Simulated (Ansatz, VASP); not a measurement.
Two plane-wave programs on Pt

```
Pt
1.0
    -1.56281    1.56281    1.56281
     1.56281   -1.56281    1.56281
     1.56281    1.56281   -1.56281
Pt
1
Direct
  0.00000 0.00000 0.00000
```

Change from the starting cell: volume scaled by 0.96.

Alike in both runs: task single point; functional PBE; k mesh 12 × 12 × 12; occupations fermi-dirac, width 0.05 eV; no spin polarisation.

|  | VASP | Ansatz |
| --- | --- | --- |
| version | VASP 6.6.1 | Ansatz 0.2.0 |
| potentials or method | VASP PAW PBE potentials, release 64 (Pt) | Ansatz PAW |
| plane-wave cutoff (eV) | 520 | 420 |
| valence electrons in the cell | 10 | 18 |

VASP gave:

```
gap on the k mesh at the Fermi level (eV) : none
pressure (GPa)                            : 8.8
```

Question: Which values does Ansatz return?

Answer: gap on the k mesh at the Fermi level (eV): none; pressure (GPa): 9.3.

A gap of «none» marks a metal or a gap that the smearing closes. The functional is the same, so the differences come from potentials, cutoffs and numerics. The two sets of potentials don't hold the same shells in valence.

Spin-orbit coupling is left out, which matters for the levels of Pt.
